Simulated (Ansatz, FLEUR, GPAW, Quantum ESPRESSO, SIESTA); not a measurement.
# SnTe: energy against volume and a worked fit

Symmetry: Fm-3m, No. 225, cubic system. Conventional cell: a = 6.302 Å, b = 6.302 Å, c = 6.302 Å, α = 90.00°, β = 90.00°, γ = 90.00°. Te (site symmetry m-3m) is surrounded by 6 Sn at 3.15 Å. Around Sn (site symmetry m-3m) lie 6 Te at 3.15 Å.

The cell was scaled at fixed shape and fractions and run with SIESTA, files PseudoDojo sr-pbesol-0.4.1-standard, DZP (energy shift 0.003 Ry; two zetas on semicore shells); PBEsol, k mesh 7 × 7 × 7 on the cell of 2 atoms, fermi-dirac occupations of 0.05 eV, no spin polarisation, no spin-orbit coupling. Energies are those that the program minimises, any entropy of the smearing included.

```tsv
V (Å³/atom)	energy over the lowest row (meV/atom)
29.4043	22.667
30.0299	10.932
30.6556	3.268
31.2812	0.000
31.9068	0.673
32.5324	?
33.1581	11.632
```

Task: Fit the third-order Birch-Murnaghan form, give V0, B0 and B′, and predict the energy left open.

Result: With y = (V0/V)^(2/3), E = E0 + (9 V0 B0/16) [(y - 1)³ B′ + (y - 1)² (6 - 4y)]. Least squares through the rows shown give V0 = 31.5072 Å³/atom, E0 = -0.160 meV, B0 = 47.19 GPa (1 eV/Å³ = 160.218 GPa) and B′ = 3.43, with a largest miss of 0.145 meV, so B0 and B′ are loose. At V = 32.5324 the form with these constants gives 4.525 meV; the run gave 4.634 meV an atom. Other set-ups at this level, from all their volumes (Å³/atom, GPa): FLEUR, all-electron, FLAPW: V0 31.043, B0 46.84; GPAW, PAW data sets generated for this functional: V0 30.847, B0 47.14; Ansatz, all-electron LAPW, scalar-relativistic: V0 31.029, B0 46.85; Quantum ESPRESSO, PseudoDojo 0.4.1 SR PBEsol standard: V0 31.070, B0 46.99.

The energy rises more steeply on compression than on expansion, as expected when short-range Pauli repulsion grows faster than bonding weakens with distance. The modest stiffness fits rock-salt SnTe, where p electrons are shared along straight Te-Sn-Te chains, giving bonds of less than full pair order, while the filled Sn 5s shell adds little net cohesion.

The omitted point is missed by less than the largest residual of the fit, so the form interpolates to within its own scatter; a point inside the range says little about the curvature's change under strong compression. The SIESTA volume lies above all four others, whereas Quantum ESPRESSO with the same family of pseudopotentials falls close to the all-electron values, which suggests that the finite local-orbital basis, rather than the pseudopotential, expands the lattice. The close match in B0 doesn't remove that offset. Because scaling keeps every atom on its inversion centre, the curve can't show whether the cubic structure resists the polar off-centring known in SnTe at low temperature.
